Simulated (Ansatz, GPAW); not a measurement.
Given: the input of a run of GPAW 26.7.0 (ASE script) on Mg (Magnesium). 

The input run.py:

```python
from ase.dft.bandgap import bandgap
from ase.io import read, write
from ase.units import GPa
from gpaw import GPAW, PW

atoms = read('POSCAR')

calc = GPAW(mode=PW(800),
            xc='PBE',
            kpts={'size': (10, 10, 5), 'gamma': True},
            occupations={'name': 'methfessel-paxton', 'order': 0, 'width': 0.014},
            nbands=19,
            convergence={'density': 1e-05, 'energy': 1e-05},
            maxiter=150,
            txt='gpaw.txt')
atoms.calc = calc
energy = atoms.get_potential_energy()
forces = atoms.get_forces()
stress = atoms.get_stress()
calc.write('gs.gpw')
write('result.traj', atoms)
print(f'Energy: {energy:.6f} eV')
print('Forces (eV/A):')
print(forces.round(4))
print('Stress (GPa):', (stress / GPa).round(3))
print('Fermi level:', round(calc.get_fermi_level(), 4), 'eV')
print(f'Gap: {bandgap(calc)[0]:.4f} eV, direct: {bandgap(calc, direct=True)[0]:.4f} eV')
```

POSCAR

```
Mg
1.0
    3.2093000000      0.0000000000      0.0000000000
   -1.6046500000      2.7793353284      0.0000000000
    0.0000000000      0.0000000000      5.2103000000
Mg
2
Direct
    0.6666666667      0.3333333333      0.7500000000
    0.3333333333      0.6666666667      0.2500000000
```

Potentials or basis: GPAW PAW data sets (gpaw-data 1.2.1), pw.

Run with:

```bash
$ OMP_NUM_THREADS=1 python run.py
```

Set up the same calculation for Ansatz 0.2.0. Potentials or basis there: all-electron LAPW, scalar-relativistic.

As run (cutoffs and basis follow the program's own potentials, and thresholds, step limits or extra output files can differ):

Contents of input.yaml:

```yaml
crystal:
  lattice:
    - [3.2093, 0.0, 0.0]
    - [-1.60465, 2.7793353284, 0.0]
    - [0.0, 0.0, 5.2103]
  atoms:
    - { symbol: Mg, position: [0.6666666667, 0.3333333333, 0.75] }
    - { symbol: Mg, position: [0.3333333333, 0.6666666667, 0.25] }
kpoints:
  mp_grid: { grid: [10, 10, 5] }
scf:
  occupations: { method: gaussian, width: 0.014 }
hamiltonian:
  xc: pbe
  pseudopotentials: { kind: all_electron, lapw: { basis_error: 0.001 } }
output:
  forces: true
  stress: true
  eigenvalues: true
```

Potentials or basis: all-electron LAPW, scalar-relativistic.

The run is started by

```console
$ ansatz run input.yaml --threads 1 --pin off --max-ram 3072MiB --backend cpu --events-out ev --progress --plain --runs-dir out
```

Both were run:

|  | GPAW | Ansatz |
| --- | --- | --- |
| Pressure | -0.5 GPa | -0.5 GPa |

Where Ansatz's input types no cutoff or centring, it takes its own default and a Γ-centred mesh.

Pressure is positive in compression.
